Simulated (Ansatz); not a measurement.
## MgO (Fm-3m): birefringence under uniaxial strain

Cubic MgO (Fm-3m) is strained along the cube axis z = [001] with x and y held fixed, and the static electronic response is computed along x and z.

Cell: a, b, c = 2.982, 2.982, 2.982 Å (primitive vectors), 2 atoms.

Method: Ansatz 0.2.0, PBE, independent particles, k-mesh 10×10×10 with interpolation inside its cells, Gaussian parameter 0.1 eV.

Launch of the response step: `ansatz run input.yaml --threads 4 --pin off --max-ram 8192MiB --backend cpu --events-out ev --progress --plain --runs-dir out`. The series took 21 s in all, on 4 threads of Intel(R) Xeon(R) Platinum 8488C (Sapphire Rapids) (shared host).

```tsv
strain along z (%)	ε∞ along x	ε∞ along z	ε_z − ε_x
-2.0	3.2553	3.2073	-0.0480
-1.0	3.2587	3.2350	-0.0237
+0.0	3.2625	3.2625	+0.0000
+1.0	3.2667	3.2905	+0.0238
+2.0	?	?	?
+3.0	3.2751	3.3473	+0.0722
```

To first order the splitting is linear in the strain, ε_z − ε_x = −ε² (p₁₁ − p₁₂) · strain.

Working, on the rows shown:

| x = strain | y = ε_z − ε_x |
| --- | --- |
| -0.02 | -0.048 |
| -0.01 | -0.0237 |
| 0 | 0 |
| 0.01 | 0.0238 |
| 0.03 | 0.0722 |

Means: x̄ = 0.002, ȳ = 0.00486. Σ(x − x̄)(y − ȳ) = 0.003552, Σ(x − x̄)² = 0.00148. Slope = 0.003552 / 0.00148 = 2.4; intercept = ȳ − slope · x̄ = 5.9459e-05. The line misses the rows shown by at most 0.00026.

**Question.** What does the fit predict for the withheld row, and how well does it do?

**Answer.** At x = 0.02 the line gives y = 0.048065. The run gave +0.0482, so the interpolation is off by 0.00014, 0.1 % of the range in the table.

Between the rows on either side of x = 0 the slope is (0.0238 − -0.0237) / (0.01 − (-0.01)) = 2.375. So p₁₁ − p₁₂ = −2.37 / 3.26² = -0.223, and 1 % of strain gives n_z − n_x = +0.0066. These are long-wavelength values at fixed fractional positions; over small gaps they hang strongly on the gap. The cell comes from an older database entry, whose edges can be off by a per cent or so. Excitons are left out and so are local fields; PBE gaps are as a rule too small.

[Logs are printed without paths, hosts, clocks, repeated set-up lines and the standing remarks that a program may print on its own settings, such as how far it seeks lower states.]
